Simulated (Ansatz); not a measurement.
The system is KBr.

```xyz
2
Lattice="0.0000 3.3000 3.3000 3.3000 0.0000 3.3000 3.3000 3.3000 0.0000" Properties=species:S:1:pos:R:3 pbc="T T T"
Br    3.3000    3.3000    3.3000
K     0.0000    0.0000    0.0000
```

* Program: Ansatz 0.2.0
* Task: single point
* Functional: PBE
* Potentials or basis: all-electron LAPW, scalar-relativistic
* Cutoff: 128 eV (chosen from the basis error)
* Basis error allowed: 0.001 eV/atom
* k mesh: 7 × 7 × 7
* Occupations: fermi-dirac, width 0.05 eV
* Spin: no spin polarisation

On this cell: pressure 0.7 GPa; largest force zero by symmetry; band gap on the k mesh 4.44 eV, direct.

The same run follows on a disturbed copy (atoms moved at random, drawn with an rms of 0.05 Å):

```
CELL_PARAMETERS angstrom
0.00000 3.30000 3.30000
3.30000 0.00000 3.30000
3.30000 3.30000 0.00000
ATOMIC_POSITIONS crystal
Br 0.49814 0.50499 0.50480
K 0.99673 0.01319 0.99466
```

Task: What changes?

Result: The energy moves by +0.6 meV/atom; pressure 0.7 GPa; largest force 0.055 eV/Å; band gap on the k mesh 4.44 eV, direct.

Forces in eV/Å, atoms in the order of the input:
```
Br  -0.008 -0.047  0.027
K    0.008  0.047 -0.027
```

Caveats: an odd mesh through Γ misses points on the zone boundary, where band edges often lie.
